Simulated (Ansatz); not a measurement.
# Cu (P6_3/mmc) in Ansatz: further runs

One crystal, Cu, is run at these levels: PBEsol; tasks: band structure, single point.

All numbers are computed with Ansatz 0.2.0; they aren't measurements. Logs are shortened: lines on timing, memory, paths and dates and some standing lists are left out, and cuts for length are marked.

## (1) Starting point

It takes space group P6_3/mmc (No. 194, hexagonal). The conventional cell has a = 2.534 Å, b = 2.534 Å, c = 4.113 Å, α = 90.00°, β = 90.00°, γ = 120.00°. Cu (site symmetry -6m2) is surrounded by 12 Cu at 2.52 to 2.53 Å.

This isn't the form of Cu at room conditions, which is fcc.

## (2) Band structure, PBEsol

Contents of input.yaml:

```yaml
crystal:
  lattice:
    - [2.5340966698, 0.0, 0.0]
    - [-1.2670483349, 2.1945920917, 0.0]
    - [0.0, 0.0, 4.112571]
  atoms:
    - { symbol: Cu, position: [0.6666666667, 0.3333333333, 0.75] }
    - { symbol: Cu, position: [0.3333333333, 0.6666666667, 0.25] }
kpoints:
  mp_grid: { grid: [12, 12, 7] }
  band_path:
    path:
      - [0.0, 0.0, 0.0]
      - [0.5, 0.0, 0.0]
      - [0.3333333333, 0.3333333333, 0.0]
      - [0.0, 0.0, 0.0]
      - [0.0, 0.0, 0.5]
      - [0.5, 0.0, 0.5]
      - [0.3333333333, 0.3333333333, 0.5]
      - [0.0, 0.0, 0.5]
    npoints: 12
scf:
  occupations: { method: fermi_dirac, width: 0.05 }
hamiltonian:
  xc: pbesol
  pseudopotentials:
    kind: all_electron
    lapw: { basis_error: 0.001 }
    dirac_shells: { Cu: ["2p"] }
output:
  forces: true
  stress: true
  eigenvalues: true
```

Potentials or basis: all-electron LAPW, inner shells corrected to Dirac's equation.

Run with:

```
$ ansatz run input.yaml --threads 1 --pin off --max-ram 3072MiB --backend cpu --events-out ev --progress --plain --runs-dir out
```

Output:

```text
Warning: RAYON_NUM_THREADS=1 ignored (pool sized by the plan → 1); use --threads N
LAPW: plane waves up to 8.927 Å⁻¹, error target 1.0e-3 eV per atom; small_component_spin mean_spin; Cu in spheres of 1.262 Å, 19 of its electrons in bands, Dirac shells [2p] (how accurate: hamiltonian.pseudopotentials.lapw.basis_error, Limitations)
Engine: ansatz 0.2.0, x86_64-unknown-linux-gnu
Pseudopotentials: kind: all_electron
Pseudopotential: Cu, LAPW, valence charge 19, lapw/all_electron/scalar/gaussian/Cu, Koelling and Harmon's equation with Dirac's for 2p, gaussian nucleus
Functional definition: PBEsol
  exchange = pbesol_x
  correlation = pbesol_c
Crystal: 2 atoms, lattice volume = 22.871 Å³
Basis set: ecut = 303.6125454104035 eV, 287 PW (Γ), exchange–correlation at level 2
Bands: 23, of which v1, the nominal top of the filled ones, is band 19 counted from 1 (18 counted from 0)
Symmetry: 24 space group operations
Space group: P63/mmc (ITA 194), of the structure as read, at distance tolerance 2.8e-5 Å
k-points: 76 of 1008
Non-local potential: Cu, projectors of the file, none
Initial density: superposition of atomic densities (chi_scale 0.1, normalization cell)
Initial wavefunctions: plane waves of lowest kinetic energy (no species holds an atomic orbital)
Functional: x = pbesol(κ = 0.804, μ = 0.12345679012345678), c = pbesol(β = 0.046)
iter 1 solved again at ethr=6.86e-4 eV; its pass at ethr=1.00e-1 eV (dr2=2.61e-1 eV) is discarded
SCF iter   1: F=—  HF=-90000.267419 eV  |F-HF|=—  |Δ(HF+E_count)|=         —  Δρ=4.98e-2  dr2=2.62e-1  ethr=6.86e-4  ⟨swp⟩=2.3  Hψ=12260  notcnv=0
preconditioner: auto → none  [metal: Δε(μ)=0.023 eV  Ē_g=10.095 eV  σ=0.050 eV  W_gap=0.11  n_scr=8 (ndim 8)  ℏωp=36.4 eV  f_vac=0.000  D(μ)=1.74/eV (n_scr^D=22)  sad-step TF]
SCF iter   2: F=—  HF=-90001.836500 eV  |F-HF|=—  |Δ(HF+E_count)|=    1.57e0  Δρ=2.34e-2  dr2=4.43e-2  ethr=6.86e-4  ⟨swp⟩=3.0  Hψ=6359  notcnv=0
iter 3 solved again at ethr=2.52e-6 eV; its pass at ethr=1.17e-4 eV (dr2=9.59e-4 eV) is discarded
SCF iter   3: F=—  HF=-89998.442154 eV  |F-HF|=—  |Δ(HF+E_count)|=    3.39e0  Δρ=2.43e-3  dr2=9.60e-4  ethr=2.52e-6  ⟨swp⟩=2.0  Hψ=9792  notcnv=0
SCF iter   4: F=—  HF=-89998.282922 eV  |F-HF|=—  |Δ(HF+E_count)|=   1.59e-1  Δρ=5.45e-3  dr2=3.30e-3  ethr=2.52e-6  ⟨swp⟩=3.0  Hψ=6121  notcnv=0
SCF iter   5: F=—  HF=-89998.268319 eV  |F-HF|=—  |Δ(HF+E_count)|=   1.46e-2  Δρ=7.94e-4  dr2=7.29e-5  ethr=2.52e-6  ⟨swp⟩=3.0  Hψ=5670  notcnv=0
SCF iter   6: F=—  HF=-89998.268140 eV  |F-HF|=—  |Δ(HF+E_count)|=   1.79e-4  Δρ=3.32e-5  dr2=1.30e-7  ethr=1.92e-7  ⟨swp⟩=2.0  Hψ=5000  notcnv=0
SCF iter   7: F=-89998.268140 eV  HF=-89998.268140 eV  |F-HF|=2.03e-8  |Δ(HF+E_count)|=   8.69e-8  Δρ=2.05e-6  dr2=6.93e-10  ethr=3.42e-10  ⟨swp⟩=2.8  Hψ=5452  notcnv=0
SCF 1 converged in 7 iterations: F = -89998.268140 eV  dr2 = 6.93e-10
NSCF: frozen V_eff on 85 k-points
SCF converged after 7 iterations
Free energy (F): -89998.268140 eV
Harris-Foulkes:  -89998.268140 eV  (|F-HF|=2.03e-8)
Internal energy: -89998.260016 eV  (E = F + TS)
E sigma→0 (E₀):  -89998.264078 eV
Entropy (-TS):   -0.008124 eV (-4.062 meV/atom)
Fermi energy:    17.073538 eV
--- Per-component energies (eV) ---
  E_band       = -705.029942
  E_kinetic    = 91544.595547
  E_xc         = -3607.265997
  E_electrostatic = -177935.589566  (all electrons and nuclei)
  E_smearing   = -0.008124  (= −TS)
  E_closure    = 0.000000  (closes the sum)
  E_atoms      = -89989.623125  (free atoms, spherical and without spin; not in F)
  Σ components = -89998.268140   (vs F -89998.268140, Δ=0.00e0)
  Basis errors (estimates in eV, not in F): energy 1.9e-4 per atom: plane waves 1.9e-4 (9.6e-5 summed), levels above the bands 5.0e-65, relativity 2.0e-8, radial functions 3.2e-6, core shells 2.0e-11; eigenvalues (radial functions only) 6.0e-7; not estimated: angular momenta, meshes, grids; target (lapw.basis_error) 1.0e-3; muffin-tin radii Cu 1.262 Å
--- Forces (eV/Å), atoms counted from 1 ---
  atom   1  Cu     0.00000000     0.00000000    -0.00000000
  atom   2  Cu    -0.00000000    -0.00000000     0.00000000
  max |Σ_I F_I| component: 1.16e-18 eV/Å
--- Stress (GPa, compression-positive) ---
       -1.562780       0.000000       0.000000
       -0.000000      -1.562780       0.000000
        0.000000       0.000000      -1.135997
  P = ⅓ Tr σ = -1.4205 GPa (-14.205 kbar)
--- Band table (eV; the first three rows and the last of 76) ---
  k-point 0: bands = ["-95.1982", "-95.1811", "-52.7835", "-52.6738", "-52.6738", "-52.6577", "-52.6546", "-52.6546", "7.4301", "11.8403", "14.0383", "14.0835", "14.0835", "14.3113", "14.3113", "14.5904", "14.5904", "15.4046", "15.4046", "15.9987", "21.1077", "38.6273", "39.1204"]
  k-point 1: bands = ["-95.1974", "-95.1820", "-52.7773", "-52.6729", "-52.6729", "-52.6640", "-52.6555", "-52.6555", "7.6221", "11.7194", "13.9989", "14.0463", "14.0463", "14.2716", "14.2716", "14.6805", "14.6805", "15.2365", "15.3943", "15.3943", "22.3603", "38.6350", "39.2935"]
  k-point 2: bands = ["-95.1950", "-95.1844", "-52.7600", "-52.6815", "-52.6702", "-52.6702", "-52.6582", "-52.6582", "8.1866", "11.1982", "13.8972", "14.0010", "14.0010", "14.1761", "14.1761", "14.2071", "14.8731", "14.8731", "15.3485", "15.3485", "25.0074", "35.4960", "38.7949"]
  k-point 75: bands = ["-95.1776", "-95.1776", "-52.7548", "-52.7548", "-52.7326", "-52.7244", "-52.6822", "-52.6822", "13.0560", "13.0560", "13.1160", "13.2103", "13.7386", "13.7386", "14.5528", "14.7045", "15.4244", "15.4244", "21.1183", "21.1183", "22.1064", "23.3894", "24.2991"]
```

It took 42 s on 1 thread of Intel Xeon at 2.50GHz (Skylake/Cascade Lake), shared host; peak memory 0.39 GiB.

What came out:

* Free energy: -89998.2681 eV
* Pressure: -1.4 GPa
* Band gap along the path: none (metal or under the smearing width)

Stress tensor (GPa, compression positive):
```
-1.56  0.00  0.00
 0.00 -1.56  0.00
 0.00  0.00 -1.14
```

Levels at the corners of the path, in eV from the Fermi level:
```
point  band 16  band 17  band 18  band 19  band 20  band 21  band 22  band 23
    Γ    -2.48    -2.48    -1.67    -1.67    -1.07     4.03    21.55    22.05
    M    -1.58    -1.51    -1.47     0.03     1.63     7.92     8.33    10.93
    K    -1.77    -1.77    -1.67     3.04     3.46     3.46    10.49    11.13
    Γ    -2.48    -2.48    -1.67    -1.67    -1.07     4.03    21.55    22.05
    A    -3.04    -1.91    -1.91    -1.91    -1.91    12.88    12.88    22.26
    L    -1.87    -1.51    -1.51     0.44     0.44     5.02     5.02    16.33
    H    -2.46    -1.64    -1.64     4.09     4.09     5.65     5.65     7.08
    A    -3.04    -1.91    -1.91    -1.91    -1.91    12.88    12.88    22.26
```

## (3) Single point, PBEsol, 11.43 Å³/atom (strain_shear_xy = -0.04)

Contents of input.yaml:

```yaml
crystal:
  lattice:
    - [2.5340966698, -0.0506819334, 0.0]
    - [-1.3109401767, 2.2199330584, 0.0]
    - [0.0, 0.0, 4.112571]
  atoms:
    - { symbol: Cu, position: [0.6666666667, 0.3333333333, 0.75] }
    - { symbol: Cu, position: [0.3333333333, 0.6666666667, 0.25] }
kpoints:
  mp_grid: { grid: [12, 12, 7] }
scf:
  occupations: { method: fermi_dirac, width: 0.05 }
hamiltonian:
  xc: pbesol
  pseudopotentials: { kind: all_electron, lapw: { basis_error: 0.001 } }
output:
  forces: true
  stress: true
  eigenvalues: true
```

Potentials or basis: all-electron LAPW, scalar-relativistic.

Run with:

```
$ ansatz run input.yaml --threads 1 --pin off --max-ram 3072MiB --backend cpu --events-out ev --progress --plain --runs-dir out
```

Run time: 1.8 min. Hardware: 1 thread of Intel Xeon at 2.50GHz (Skylake/Cascade Lake), shared host; peak memory 0.74 GiB.

It converged, with:

```
Free energy            : -89995.7596 eV
Pressure               : -1.2 GPa
Largest force          : 0.073 eV/Å
Band gap on the k mesh : none (metal or under the smearing width)
```

## (4) Single point, PBEsol, 11.43 Å³/atom (strain_shear_xy = -0.02)

input.yaml: that of step 3 with these lines changed.

```diff
@@ -2,4 +2,4 @@
   lattice:
-    - [2.5340966698, -0.0506819334, 0.0]
-    - [-1.3109401767, 2.2199330584, 0.0]
+    - [2.5340966698, -0.0253409667, 0.0]
+    - [-1.2889942558, 2.207262575, 0.0]
     - [0.0, 0.0, 4.112571]
```

Run with:

```
$ ansatz run input.yaml --threads 1 --pin off --max-ram 3072MiB --backend cpu --events-out ev --progress --plain --runs-dir out
```

Run time: 1.8 min. Hardware: 1 thread of Intel Xeon at 2.50GHz (Skylake/Cascade Lake), shared host; peak memory 0.73 GiB.

It converged, with:

- Free energy: -89995.7640 eV
- Pressure: -1.4 GPa
- Largest force: 0.037 eV/Å
- Band gap on the k mesh: none (metal or under the smearing width)
